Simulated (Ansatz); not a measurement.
Input of an Ansatz 0.2.0 run:

input.yaml

```yaml
crystal:
  lattice:
    - [3.63109312, 0.0, 0.0]
    - [0.0, 3.63109312, 0.0]
    - [0.0, 0.0, 3.63109312]
  atoms:
    - { symbol: Ti, position: [0.0, 0.0, 0.0] }
    - { symbol: Te, position: [0.5, 0.5, 0.5] }
hamiltonian:
  xc: pbesol
  pseudopotentials: { kind: paw }
kpoints:
  mp_grid: { grid: [7, 7, 7] }
  band_path:
    path:
      - [[0.0, 0.0, 0.0], [0.0, 0.5, 0.0], [0.5, 0.5, 0.0], [0.0, 0.0, 0.0], [0.5, 0.5, 0.5], [0.0, 0.5, 0.0]]
      - [[0.5, 0.5, 0.0], [0.5, 0.5, 0.5]]
    npoints: 14
scf:
  occupations: { method: fermi_dirac, width: 0.05 }
  n_extra_bands: 6
output:
  forces: true
  stress: true
  eigenvalues: true
  fatbands: true
  write_density: true
  write_potential: true
  elf: true
  volumetric_format: npy
```

Potentials or basis: Ansatz PAW.

Launch:

```console
$ ansatz run input.yaml --threads 2 --pin off --max-ram 5632MiB --backend cpu --events-out ev --progress --plain --runs-dir out
```

(1) Predict the pressure.

(2) Estimate the band gap on the k mesh.

## Answers

(1) -14.3 GPa.

(2) none (metal or under the smearing width).

Caveat: spin-orbit coupling is left out, which moves the levels of the heavy elements; the PAW data sets come from PBE, with cores solved anew for the run's functional, which leaves a small shift of forces and pressure.
